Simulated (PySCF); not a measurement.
Q: What does the GFN2-xTB structure of InChI=1S/C4H9NO/c1-3-6-4-2-5-1/h5H,1-4H2 look like in three dimensions?

A: 
```
atom  x, y, z in Å
C1    -1.0811    0.8430    0.1807
C2    -1.2690   -0.5866   -0.3426
O3    -0.1741   -0.9870   -1.1398
C4     1.0409   -0.8986   -0.4252
C5     1.2746    0.5249    0.0971
N6     0.1656    0.9898    0.9156
H7    -1.9138    1.1199    0.8294
H8    -1.0441    1.5354   -0.6651
H9    -1.3788   -1.2798    0.5089
H10   -2.1505   -0.6623   -0.9809
H11    1.0243   -1.6048    0.4224
H12    1.8239   -1.1982   -1.1232
H13    1.3622    1.2091   -0.7515
H14    2.1941    0.5668    0.6836
H15    0.1214    0.4364    1.7687
```

Orientation and origin are arbitrary. Atoms count from 1 in this order. N6 (secondary amine nitrogen) is pyramidal (angles 109.7°, 109.4° and 109.3°, sum 328.4°, 0.42 Å off the plane of its three neighbours). The 6-membered ring C1–C2–O3–C4–C5–N6 has internal angles of 109.7° to 111.8° (sum 667°, against 720° for a flat polygon); it is puckered, 0.22 Å rms from its mean plane, widest ring torsion 57°. Of the pairs four or more bonds apart, H9···H11 is among the closest relative to their van der Waals radii: 2.43 Å, 101 % of the sum of Bondi's values.

Bonds between heavy atoms (Å): C1–C2 1.534, C2–O3 1.412, O3–C4 1.412, C4–C5 1.534, C5–N6 1.455, C1–N6 1.455.

The geometry is computed with GFN2-xTB (gas phase).

Point group: Cs (every atom within 0.08 Å of its image). Stationary, but not proved a minimum. One conformer, not necessarily the lowest (N6–C1–C2–O3 -56°, C1–C2–O3–C4 57°, C2–O3–C4–C5 -57°, O3–C4–C5–N6 56°).
